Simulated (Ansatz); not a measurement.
# Sb: the cost of one run

Method: DFT PBE, scalar-relativistic, plane waves, PAW, in Ansatz 0.2.0.

2 further runs of the same task are left out: 2 that didn't finish.

## (1) Starting point

The structure is cubic, space group Im-3m (No. 229). Conventional cell: a = 3.743 Å, b = 3.743 Å, c = 3.743 Å, α = 90.00°, β = 90.00°, γ = 90.00°. Sb (site symmetry m-3m) is surrounded by 8 Sb at 3.24 Å.

Coordinates:

```xyz
1
Lattice="-1.8713 1.8713 1.8713 1.8713 -1.8713 1.8713 1.8713 1.8713 -1.8713" Properties=species:S:1:pos:R:3 pbc="T T T"
Sb    0.0000    0.0000    0.0000
```

The structure comes from the Materials Project (structure only).

## (2) A distortion of lower symmetry

What differs from the listed cell: strain xx, yy, zz, yz, xz, xy = +1.5, +1.5, +2.5, -1.6, +1.6, -2.0 %.

input.yaml

```yaml
crystal:
  lattice:
    - [-1.9069712168, 1.9069712168, 1.858971323]
    - [1.9655067597, -1.9655067597, 1.9760424089]
    - [1.8321175813, 1.8906531242, -1.917506866]
  atoms:
    - { symbol: Sb, position: [0.0, 0.0, 0.0] }
basis:
  ecutwfc: 420
kpoints:
  mp_grid: { grid: [14, 14, 14] }
hamiltonian:
  xc: pbe
scf:
  occupations: { method: gaussian, width: 0.1 }
output:
  forces: true
  stress: true
  eigenvalues: true
  populations: true
```

Started as:

```bash
$ ansatz run input.yaml --threads 1 --pin off --max-ram 1331MiB --backend cpu --events-out ev --progress --plain --runs-dir out
```

What time and memory should one allow on 1 thread of an x86-64 CPU, shared host?

About 36 s, with a peak of 0.5 GiB.
